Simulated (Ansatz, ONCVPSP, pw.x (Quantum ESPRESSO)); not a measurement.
**Equation-of-state test of one ONCV potential (Co (Z = 27))**

| Property | Result |
| --- | --- |
| Element | cobalt |
| Generator | ONCVPSP 4.0.1.1 (patched build) |
| Type | optimised norm-conserving Vanderbilt (ONCV) |
| Functional | PBE |
| Relativity | scalar-relativistic |
| Frozen core | [Ar] |
| Valence charge | 9 |
| Reference configuration | 3d7 4s2 |
| Partial waves | 4s: rc 2.10 bohr, ncon 4, nbas 8, qcut 3.2 1/bohr, 2 projectors, debl 2.8 Ha; p scattering state at 0.12 Ha: rc 2.30 bohr, ncon 4, nbas 7, qcut 3.1 1/bohr, 2 projectors, debl 0.8 Ha; 3d: rc 1.50 bohr, ncon 4, nbas 8, qcut 10.7 1/bohr, 2 projectors, debl 2.6 Ha; f scattering state at 0.31 Ha: rc 2.15 bohr, ncon 3, nbas 6, qcut 4.6 1/bohr, 2 projectors, debl 3.9 Ha |
| Local potential | polynomial inside 1.05 bohr (lpopt 5, dvloc0 3 Ha) |
| Core correction | Teter function, fcfact 6, rcfact 1 |

In the p channel the program set the typed energies aside and used 0.050, 0.850 Ha.

Crystal test: bcc Co in pw.x 7.5, no spin, 17³ k-points, Fermi–Dirac smearing 0.01 Ry, cutoffs 115/460 Ry. The reference is all-electron LAPW (Ansatz 0.2.0) with the same functional, mesh and smearing; V0 and B0 come from Birch–Murnaghan fits to the pressures at five volumes. Errors are pseudo minus all-electron; Δ is the rms difference of the E(V) curves that follow from these fits, minima aligned, over ±6 % about the mean V0. Mesh and smearing are coarse, so the numbers serve the comparison and aren't converged zero-temperature values; the lattice is a test structure that the element need not adopt. Spin polarisation and strong correlation are left out, which matters for this element.

```json
{"V (Å³/atom)": "10.087", "P all-electron (GPa)": "13.21", "P pseudo (GPa)": "12.57"}
{"V (Å³/atom)": "10.353", "P all-electron (GPa)": "6.01", "P pseudo (GPa)": "5.46"}
{"V (Å³/atom)": "10.618", "P all-electron (GPa)": "-0.22", "P pseudo (GPa)": "-0.68"}
{"V (Å³/atom)": "10.883", "P all-electron (GPa)": "-5.61", "P pseudo (GPa)": "-6.03"}
{"V (Å³/atom)": "11.149", "P all-electron (GPa)": "-10.27", "P pseudo (GPa)": "-10.65"}
```

All-electron: a0 = 2.768 Å (V0 = 10.61 Å³/atom), B0 = 232.6 GPa.

Pseudopotential: mean pressure error (GPa): -0.49; a0 (Å): 2.766; a0 error (%): -0.07; B0 error (%): -0.1; Δ (meV/atom): 1.1. The generator flags a localised state at positive energy (s at 18 eV). Atomic configuration tests: 1 of 4 tests not solved or not reliable.

Task: At the middle volume, how do free energy and pressure move when the wave cutoff is lowered (ecutrho kept at four times it)?

Result:

```
cutoff (Ry)  shift of F (meV/atom)  shift of P (GPa)
         52               +23411.8          -1062.66
         69                +4051.2           -346.29
         92                 +112.5            -20.60
```

The run at the middle volume (165 k-points, 8 iterations) took about 55 s on one core of a shared host (Neoverse-N1, 64 threads, 124 GiB, load 62).
